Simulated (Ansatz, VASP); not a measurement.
# CdSe (Cadmoselite): VASP beside Ansatz

One calculation is typed for both programs; each brings its own data sets and cutoff. How far apart do they land? The cell is taken from a series of VASP runs on this material, whose earlier steps may have relaxed, scaled or displaced it; both programs get it as it stands.

Method: plane waves, with VASP 6.6.1 beside it; band structure at HSE06, in Ansatz 0.2.0.

**1. Starting point**

Symmetry: P6_3mc, No. 186, hexagonal system. Conventional cell: a = 4.316 Å, b = 4.316 Å, c = 7.045 Å, α = 90.00°, β = 90.00°, γ = 120.00°. Nearest to Cd lie 4 Se at 2.64 to 2.65 Å. Nearest to Se lie 4 Cd at 2.64 to 2.65 Å. Farther neighbours and most contacts between anions are not listed.

**2. Ansatz: band structure, HSE06**

Ansatz runs on its default PAW (the set named soft_2) files.

Levels along a path test the potential and the projectors away from the mesh points.

Contents of input.yaml:

```yaml
crystal:
  lattice:
    - [4.3156289234, 0.0, 0.0]
    - [-2.1578144617, 3.737444281, 0.0]
    - [0.0, 0.0, 7.0446329691]
  atoms:
    - { symbol: Cd, position: [0.3333333333, 0.6666666667, 0.0046907969] }
    - { symbol: Cd, position: [0.6666666667, 0.3333333333, 0.5046907969] }
    - { symbol: Se, position: [0.3333333333, 0.6666666667, 0.3803092031] }
    - { symbol: Se, position: [0.6666666667, 0.3333333333, 0.8803092031] }
hamiltonian:
  xc: { exchange: pbe, correlation: pbe, exx: { coeff: 0.25, omega: 0.2 } }
  pseudopotentials: { kind: paw }
kpoints:
  mp_grid: { grid: [4, 4, 2] }
  band_path:
    path:
      - [0.0, 0.0, 0.0]
      - [0.4, 0.0, 0.0]
      - [0.4, 0.2, 0.0]
      - [0.2, 0.2, 0.0]
      - [0.0, 0.0, 0.1]
      - [0.0, 0.0, 0.5]
      - [0.4, 0.0, 0.5]
      - [0.4, 0.2, 0.5]
      - [0.2, 0.2, 0.5]
      - [0.5, 0.0, 0.4]
      - [0.33333, 0.33333, 0.0]
      - [0.33333, 0.33333, 0.5]
    npoints: 1
scf:
  occupations: { method: gaussian, width: 0.05 }
  n_extra_bands: 8
output:
  forces: true
  stress: true
  eigenvalues: true
  write_density: true
  write_potential: true
  elf: true
  volumetric_format: npy
```

Run with:

```console
ansatz run input.yaml --threads 4 --pin off --max-ram 9216MiB --backend cpu --events-out ev --progress --plain --runs-dir out
```

Numbers of over 12 decimals in the logs are rounded to 6 here.

Log:

```text
Warning: output.stress: scf.convergence.dr2_threshold = 1e-7 eV (the SCF's general default) is looser than the 4e-10 eV advised for a printed stress (1e-10 eV for each atom of the cell: 4). What an SCF threshold leaves in a stress goes as its square root, and in the free energy as the threshold itself, and one threshold admits the most on a small cell: [figures from the program's tests cut] Set scf.convergence.dr2_threshold to 4e-10 eV or tighter. The threshold is an SCF's pass mark: one that does not reach it within its budget of iterations ends unconverged, or closes short of it on a stop that the run arms, and scf.convergence.dr2_threshold's page says what that costs each kind of run
Warning: output.stress: scf.exx.energy_threshold = 1e-6 eV is looser than the 4e-8 eV advised for a stress under a hybrid functional (1e-8 eV for each atom of the cell: 4). Every SCF of the exchange loop can meet its threshold on dr2 while the loop round them stops early: no threshold on dr2 bounds what that leaves in the stress. Set scf.exx.energy_threshold to 4e-8 eV or tighter. The threshold is the loop's pass mark: a loop that does not reach it within its budget of cycles ends unconverged, and scf.exx.energy_threshold's page has the law
scf.n_extra_bands = 8 over 36 filled bands (N_el = 72.0): the run solves 44 bands
Engine: ansatz 0.2.0, aarch64-unknown-linux-gnu
Pseudopotentials: kind: paw
Pseudopotential: Cd, paw, valence charge 20, recommended cutoff 420 eV (normal), Cd.paw.azcp
Pseudopotential: Se, paw, valence charge 16, recommended cutoff 420 eV (normal), Se.paw.azcp
Functional definition: unnamed
  parameter a_1 = 0.25
  parameter omega_1 = 0.2/angstrom
  exchange = pbe_x + (-a_1)*pbe_x_sr(omega_1) + a_1*exact_x_sr(omega_1)
  correlation = pbe_c
Crystal: 4 atoms, lattice volume = 113.626 Å³
Basis set: ecut = 420 eV, 2225 PW (Γ), exchange–correlation on 60×60×96 points (8 copies of the dense FFT grid, shifted against one another)
Bands: 44, of which v1, the nominal top of the filled ones, is band 36 counted from 1 (35 counted from 0)
Symmetry: 12 space group operations
Space group: P63mc (ITA 186), of the structure as read, at distance tolerance 4.8e-5 Å
k-points: 8 of 32
Non-local potential: Cd, projectors of the file, l = 0: 3, l = 1: 2, l = 2: 2, l = 3: 1
Non-local potential: Se, projectors of the file, l = 0: 2, l = 1: 2, l = 2: 3, l = 3: 1
PAW form: soft (Blöchl's): semilocal exchange-correlation on the pseudo side does not see the compensation charge
PAW frozen core: Cd, regenerated for the run's functional, and the local potential with it (the file was generated under x = pbe(κ = 0.804, μ = 0.219515), c = pbe(β = 0.066725))
PAW frozen core: Se, regenerated for the run's functional, and the local potential with it (the file was generated under x = pbe(κ = 0.804, μ = 0.219515), c = pbe(β = 0.066725))
PAW one-centre angular grid: Cd, 590 points (default); XC on 64 Gauss nodes
PAW one-centre angular grid: Se, 590 points (default); XC on 64 Gauss nodes
Initial density: superposition of atomic densities (neutral atoms: chi_scale 0, normalization atom), corrected by the library's trained network
Initial wavefunctions: pseudopotential atomic-orbital guess
Functional: x = pbe(κ = 0.804, μ = 0.219515), c = pbe(β = 0.066725), warm-up for x = pbe(κ = 0.804, μ = 0.219515) + 0.25 (exact − pbe) at short range (hse, ω = 0.2 Å⁻¹), c = pbe(β = 0.066725)
SCF iter   1: F=—  HF=-27449.497550 eV  |F-HF|=—  |Δ(HF+E_count)|=         —  Δρ=1.01e-3  dr2=1.22e-3  ethr=1.77e-3  ⟨swp⟩=7.6  Hψ=1461  notcnv=0
preconditioner: auto → none  [insulator: Δε(μ)=0.628 eV  Ē_g=12.080 eV  σ=0.050 eV  W_gap=1.00  n_scr=34 (ndim 8)  ℏωp=20.9 eV  f_vac=0.203  D(μ)=0.00/eV (n_scr^D=0)]
iter 2 solved again at ethr=5.22e-8 eV; its pass at ethr=1.70e-6 eV (dr2=3.76e-5 eV) is discarded
SCF iter   2: F=-27449.497516 eV  HF=-27449.497442 eV  |F-HF|=7.38e-5  |Δ(HF+E_count)|=   1.08e-4  Δρ=2.15e-4  dr2=3.77e-5  ethr=5.22e-8  ⟨swp⟩=2.0  Hψ=1738  notcnv=0
SCF 1 stopped early in 2 iterations: F = -27449.497516 eV  dr2 = 3.77e-5
  greatest PAW one-centre occupation: 1.000 electrons in one spin orbital (limit 2), on the Cd atom at site 1 (counted from 0), in its partial waves of l = 0
Initial density: handed on by an earlier stage of this run
Initial wavefunctions: those handed on with the density
Functional: x = pbe(κ = 0.804, μ = 0.219515) + 0.25 (exact − pbe) at short range (hse, ω = 0.2 Å⁻¹), c = pbe(β = 0.066725)
Exchange kernel: α = 0.2500, screened, ω = 0.2000 Å⁻¹, Wigner–Seitz truncation, v(0) = 1108.8949 eV·Å³, q-mesh 4×4×2, nearest image of the exchange supercell L = 14.09 Å, pair-density grid 20×20×32, without the augmentation charges, whose exchange is taken in its separable form by FFT convolution over the k-point mesh (sized by the pseudopotential files, 25×25×48 at the most), smooth part of the exact exchange by density-matrix convolution
Frozen-core exchange: fock
SCF iter   1: F=—  HF=-27460.239297 eV  |F-HF|=—  |Δ(HF+E_count)|=         —  Δρ=6.24e-3  dr2=3.63e-2  ethr=5.24e-7  ⟨swp⟩=6.2  Hψ=1575  notcnv=0
preconditioner: auto → none  [insulator: Δε(μ)=1.570 eV  Ē_g=14.051 eV  σ=0.050 eV  W_gap=1.00  n_scr=34 (ndim 8)  ℏωp=20.9 eV  f_vac=0.203  D(μ)=0.00/eV (n_scr^D=0)]
SCF iter   2: F=—  HF=-27460.221488 eV  |F-HF|=—  |Δ(HF+E_count)|=   1.78e-2  Δρ=2.36e-3  dr2=3.72e-3  ethr=5.24e-7  ⟨swp⟩=4.0  Hψ=1216  notcnv=0
SCF iter   3: F=—  HF=-27460.238237 eV  |F-HF|=—  |Δ(HF+E_count)|=   1.67e-2  Δρ=1.57e-3  dr2=1.61e-3  ethr=5.24e-7  ⟨swp⟩=4.0  Hψ=1174  notcnv=0
SCF iter   4: F=—  HF=-27460.237987 eV  |F-HF|=—  |Δ(HF+E_count)|=   2.50e-4  Δρ=5.20e-4  dr2=1.99e-4  ethr=5.24e-7  ⟨swp⟩=3.0  Hψ=878  notcnv=0
SCF iter   5: F=—  HF=-27460.237981 eV  |F-HF|=—  |Δ(HF+E_count)|=   5.81e-6  Δρ=2.51e-5  dr2=3.94e-5  ethr=1.95e-7  ⟨swp⟩=2.0  Hψ=640  notcnv=0
SCF iter   6: F=—  HF=-27460.238277 eV  |F-HF|=—  |Δ(HF+E_count)|=   2.96e-4  Δρ=1.42e-4  dr2=2.09e-5  ethr=6.76e-10  ⟨swp⟩=5.0  Hψ=1376  notcnv=0
SCF iter   7: F=-27460.238270 eV  HF=-27460.238270 eV  |F-HF|=5.53e-7  |Δ(HF+E_count)|=   6.98e-6  Δρ=2.20e-5  dr2=1.33e-6  ethr=6.76e-10  ⟨swp⟩=4.0  Hψ=1109  notcnv=0
SCF 2 stopped early in 7 iterations: F = -27460.238270 eV  dr2 = 1.33e-6
  Residual-converged pass: ⟨swp⟩=2.0  Hψ=596  notcnv=0  max |occ|·‖R‖ = 6.0e-6 eV (tolerance 6.7e-6 eV)  dr2=1.33e-6  dr2_onsite=1.16e-7  max |Δocc| = 3.4e-121
  greatest PAW one-centre occupation: 1.001 electrons in one spin orbital (limit 2), on the Cd atom at site 1 (counted from 0), in its partial waves of l = 1
hybrid outer 1: dexx = +1.982e-2 eV, tail = 1.28e-4 eV
Exchange kernel: α = 0.2500, screened, ω = 0.2000 Å⁻¹, Wigner–Seitz truncation, v(0) = 1108.8949 eV·Å³, q-mesh 4×4×2, nearest image of the exchange supercell L = 14.09 Å, pair-density grid 20×20×32, without the augmentation charges, whose exchange is taken in its separable form by FFT convolution over the k-point mesh (sized by the pseudopotential files, 25×25×48 at the most), smooth part of the exact exchange by density-matrix convolution
Frozen-core exchange: fock
SCF iter   1: F=—  HF=-27460.238739 eV  |F-HF|=—  |Δ(HF+E_count)|=         —  Δρ=4.81e-5  dr2=8.09e-7  ethr=8.91e-7  ⟨swp⟩=4.2  Hψ=756  notcnv=0
preconditioner: auto → none  [insulator: Δε(μ)=1.616 eV  Ē_g=13.994 eV  σ=0.050 eV  W_gap=1.00  n_scr=34 (ndim 8)  ℏωp=20.9 eV  f_vac=0.207  D(μ)=0.00/eV (n_scr^D=0)]
SCF iter   2: F=—  HF=-27460.238740 eV  |F-HF|=—  |Δ(HF+E_count)|=   1.05e-6  Δρ=1.69e-5  dr2=1.99e-7  ethr=1.00e-9  ⟨swp⟩=4.0  Hψ=1110  notcnv=0
SCF iter   3: F=—  HF=-27460.238740 eV  |F-HF|=—  |Δ(HF+E_count)|=   6.82e-9  Δρ=4.91e-6  dr2=8.16e-8  ethr=1.53e-10  ⟨swp⟩=3.0  Hψ=751  notcnv=0
SCF iter   4: F=—  HF=-27460.238741 eV  |F-HF|=—  |Δ(HF+E_count)|=   4.70e-7  Δρ=1.62e-6  dr2=2.24e-9  ethr=8.71e-12  ⟨swp⟩=4.2  Hψ=1249  notcnv=0  defer=1
SCF iter   5: F=-27460.238741 eV  HF=-27460.238741 eV  |F-HF|=1.42e-10  |Δ(HF+E_count)|=   2.19e-9  Δρ=3.54e-7  dr2=2.83e-10  ethr=2.79e-12  ⟨swp⟩=3.0  Hψ=794  notcnv=0
SCF 3 converged in 5 iterations: F = -27460.238741 eV  dr2 = 2.83e-10
  Residual-converged pass: ⟨swp⟩=3.0  Hψ=713  notcnv=0  max |occ|·‖R‖ = 6.1e-7 eV (tolerance 6.3e-7 eV)  dr2=2.90e-10  dr2_onsite=2.02e-10  max |Δocc| = 7.5e-123
hybrid outer 2: dexx = +8.505e-7 eV, tail = 5.76e-8 eV, Δε = 2.74e-3 eV (about 9.14e-5 eV left of the loop's levels), ΔF = 1.56e-3 eV/Å (tail 7.52e-4)
NSCF: frozen V_eff on 12 k-points
hybrid SCF converged: 2 outer / 12 inner (+2 warm-up), last move |dexx| = 8.51e-7 eV, tail = 5.76e-8 eV
Stability not checked: this state was not tested for a lower state beside it, because the functional holds exact exchange (a hybrid, or Hartree-Fock), whose exchange loop this test does not read (fock_operator; see scf.lower_state_search)
Free energy (F): -27460.238741 eV
Frozen-core exchange: fock
Harris-Foulkes:  -27460.238741 eV  (|F-HF|=1.42e-10)
Internal energy: -27460.238741 eV  (E = F + TS)
E sigma→0 (E₀):  -27460.238741 eV
Fermi energy:    7.564653 eV
--- Per-component energies (eV) ---
  E_band       = -1998.767395
  E_kinetic    = 1248.233047
  E_local      = -12830.467221  (includes V_loc(G=0)·N_el)
  E_nonlocal   = -1124.147043
  E_hartree    = 6106.068352
  E_xc         = -448.797229
  E_vxc        = -507.532264  (∫ρ·V_xc dr)
  E_exx        = -314.389753  (= α·E_x^exact, valence–valence)
  E_paw        = -11797.314221  (= ΣΔE_a)
  E_vpaw       = -368.213972  (= ΣTr[D̂ρ^β])
  E_aug_tail   = -0.001186  (compensation charges beyond the density's cutoff)
  E_ewald      = -8296.077060
  E_core_change = -3.346427  (= ΣΔE_core)
  E_smearing   = -0.000000  (= −TS)
  E_closure    = -0.000001  (closes the sum)
  Σ components = -27460.238741   (vs F -27460.238741, Δ=0.00e0)
--- Forces (eV/Å), atoms counted from 1 ---
  atom   1  Cd     0.00000000    -0.00000000     0.01046034
  atom   2  Cd     0.00000000     0.00000000     0.01046034
  atom   3  Se     0.00000000    -0.00000000    -0.01049298
  atom   4  Se    -0.00000000     0.00000000    -0.01049298
  max |Σ_I F_I| component: 6.53e-5 eV/Å
--- Stress (GPa, compression-positive) ---
        1.250510       0.000000       0.000000
        0.000000       1.250510      -0.000000
        0.000000       0.000000       0.957658
  P = ⅓ Tr σ = 1.1529 GPa (11.529 kbar)
--- Band table (eV; the first three rows and the last of 8) ---
  k-point 0: bands = [... 32 lower, 5.9487, 6.7103, 6.7561, 6.7561, 8.3721, 9.9518, 13.6719, 13.6719, ... 4 higher]
  k-point 1: bands = [... 32 lower, 6.3346, 6.3346, 6.3346, 6.3346, 10.1088, 10.1088, 13.6271, 13.6271, ... 4 higher]
  k-point 2: bands = [... 32 lower, 4.5773, 5.3207, 6.2232, 6.3503, 10.3004, 11.2441, 12.9140, 13.6957, ... 4 higher]
  k-point 7: bands = [... 32 lower, 4.6040, 4.6040, 5.4991, 5.4991, 11.4739, 11.4739, 13.3110, 13.3110, ... 4 higher]
```

Elapsed: 40 s, on 4 threads of Arm Neoverse V2, shared host; peak memory 1.1 GiB; 2.4 min of CPU time.

[end of part 1 of 2]

[Lines on the potential files, build, host, timing and source positions are cut from VASP's logs without a mark.]

[Logs are printed without paths, hosts, clocks, repeated set-up lines and the standing remarks that a program may print on its own settings, such as how far it seeks lower states.]

[Hosts, paths, dates, database ids (printed as entryN), source tags and the programs' standing remarks are cut or masked in the printed files.]
